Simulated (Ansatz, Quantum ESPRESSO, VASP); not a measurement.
## InPd: programs and potentials compared

```
In Pd
1.0
     0.00000    2.74607    2.74607
     2.74607    0.00000    2.74607
     2.74607    2.74607    0.00000
In Pd
1 1
Cartesian
  0.0000 0.0000 0.0000
  2.7461 2.7461 2.7461
```

The cell comes from a database or a generator and needn't be the stable form of this composition.

Alike in all runs: task equation of state; functional PBE; k mesh 8 × 8 × 8; occupations fermi-dirac, width 0.05 eV; no spin polarisation; no spin-orbit coupling.

| program and potentials | plane-wave cutoff (eV) | notes | equilibrium volume (Å³/atom) | bulk modulus (GPa) |
| --- | --- | --- | --- | --- |
| Ansatz, Ansatz PAW | 420 | - | 20.75 | 84.9 |
| Quantum ESPRESSO, SSSP 1.3 efficiency PBE | 816 | - | 20.77 | 84.9 |
| VASP, PBE PAW files In_d, Pd, 520 eV | 520 | - | 20.77 | 84.8 |
| Ansatz, Ansatz PAW (earlier soft set) | 420 | - | 20.74 | 84.9 |

The equilibrium volume spans 20.74 (Ansatz, Ansatz PAW (earlier soft set)) to 20.77 Å³/atom (VASP, PBE PAW files In_d, Pd, 520 eV). The bulk modulus spans 84.8 (VASP, PBE PAW files In_d, Pd, 520 eV) to 84.9 GPa (Ansatz, Ansatz PAW (earlier soft set)). For a metal such a mesh isn't converged, which the comparison doesn't need.

Differences between rows come from potentials, basis sets and numerical settings, since the functional is the same but for its coding. Runs on potential files found faulty are left out.
